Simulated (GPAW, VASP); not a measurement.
Given: the input of a run of GPAW 26.7.0 (ASE script) on Zr (Zirconium). 

Contents of run.py:

```python
from ase.dft.bandgap import bandgap
from ase.io import read, write
from ase.units import GPa
from gpaw import GPAW, PW

atoms = read('Zr.xyz')

calc = GPAW(mode=PW(600),
            xc='PBE',
            kpts={'size': (9, 9, 5), 'gamma': True},
            occupations={'name': 'methfessel-paxton', 'order': 0, 'width': 0.02},
            nbands=24,
            convergence={'density': 1e-05, 'energy': 1e-05},
            maxiter=150,
            txt='gpaw.txt')
atoms.calc = calc
energy = atoms.get_potential_energy()
forces = atoms.get_forces()
stress = atoms.get_stress()
calc.write('gs.gpw')
write('result.traj', atoms)
print(f'Energy: {energy:.6f} eV')
print('Forces (eV/A):')
print(forces.round(4))
print('Stress (GPa):', (stress / GPa).round(3))
print('Fermi level:', round(calc.get_fermi_level(), 4), 'eV')
print(f'Gap: {bandgap(calc)[0]:.4f} eV, direct: {bandgap(calc, direct=True)[0]:.4f} eV')
```

Contents of Zr.xyz:

```xyz
2
Lattice="3.2320000000 0.0000000000 0.0000000000 -1.6160000000 2.7989941050 0.0000000000 0.0000000000 0.0000000000 5.1470000000" Properties=species:S:1:pos:R:3 pbc="T T T"
Zr     1.6160000002      0.9329980349      3.8602500000
Zr    -0.0000000002      1.8659960701      1.2867500000
```

Potentials or basis: GPAW PAW data sets (gpaw-data 1.2.1), pw.

The run is started by

```console
$ OMP_NUM_THREADS=1 python run.py
```

Task: Set up the same calculation for VASP 6.6.1. Potentials or basis there: PBE PAW files Zr_sv, 520 eV.

Result: As run (cutoffs and basis follow the program's own potentials, and thresholds, step limits or extra output files can differ):

File INCAR:

```
SYSTEM = Zr
  ALGO = Normal
  EDIFF = 1E-6
  ENCUT = 520
  GGA = PE
  ISIF = 2
  ISMEAR = 0
  LASPH = .True.
  LCHARG = .True.
  LELF = .True.
  LREAL = .False.
  LVHAR = .True.
  LWAVE = .False.
  NBANDS = 19
  NELM = 100
  PREC = Accurate
  SIGMA = 0.02
```

The input KPOINTS:

```
k-points
0
Gamma
  9 9 5
  0 0 0
```

File POSCAR:

```
Zr
3.232
    1.000000000000      0.000000000000      0.000000000000
   -0.500000000000      0.866025403775      0.000000000000
    0.000000000000      0.000000000000      1.592512376238
Zr
2
Direct
    0.6666666667      0.3333333333      0.7500000000
    0.3333333333      0.6666666667      0.2500000000
```

Potentials or basis: VASP PAW PBE potentials, release 64 (Zr_sv).

The run is started by

```bash
$ cat potpaw_PBE.64/Zr_sv/POTCAR > POTCAR
$ mpirun -np 1 vasp_std > vasp.out
```

Both were run:

|  | GPAW | VASP |
| --- | --- | --- |
| Pressure | 0.2 GPa | 0.6 GPa |

Pressure is positive in compression.
